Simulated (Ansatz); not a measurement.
How far is PAW off for Tl?

```
CELL_PARAMETERS angstrom
3.42109 0.00000 0.00000
-1.71054 2.96275 0.00000
0.00000 0.00000 5.46919
ATOMIC_POSITIONS crystal
Tl 0.33333 0.66667 0.25000
Tl 0.66667 0.33333 0.75000
```

Atoms are numbered in the order listed.

The structure is an experimental refinement, used without relaxation. The listed cell was then made from it by scaling, straining or moving an atom.

Spin–orbit coupling is left out, though it moves levels of the heavy atoms by tenths of an eV or more.

Methods: DFT, PBE, PAW with Ansatz's default frozen-core files, scalar-relativistic (Ansatz 0.2.0); DFT, PBE, all-electron LAPW, scalar-relativistic (Ansatz 0.2.0).

For PAW: a Γ-centred 11×11×6 k mesh, Fermi–Dirac smearing of 0.05 eV, cutoff 420 eV, no spin polarisation. LAPW targets a basis error of 0.5 meV/atom. The Ansatz runs share mesh, smearing and spin set-up. Plane-wave (PAW) pressures include the program's estimate of the Pulay term.

Stress and pressure are positive in compression.

The change that made this cell: volume scaled by 0.97.

PAW results:

```
       quantity   PAW
 pressure (GPa)  4.59
stress xx (GPa)  4.44
stress zz (GPa)  4.90
```

**Question.** What does LAPW (all electrons) give for the same quantities?

**Answer.** 
```json
{"quantity": "pressure (GPa)", "LAPW": "4.60"}
{"quantity": "stress xx (GPa)", "LAPW": "4.45"}
{"quantity": "stress zz (GPa)", "LAPW": "4.91"}
```
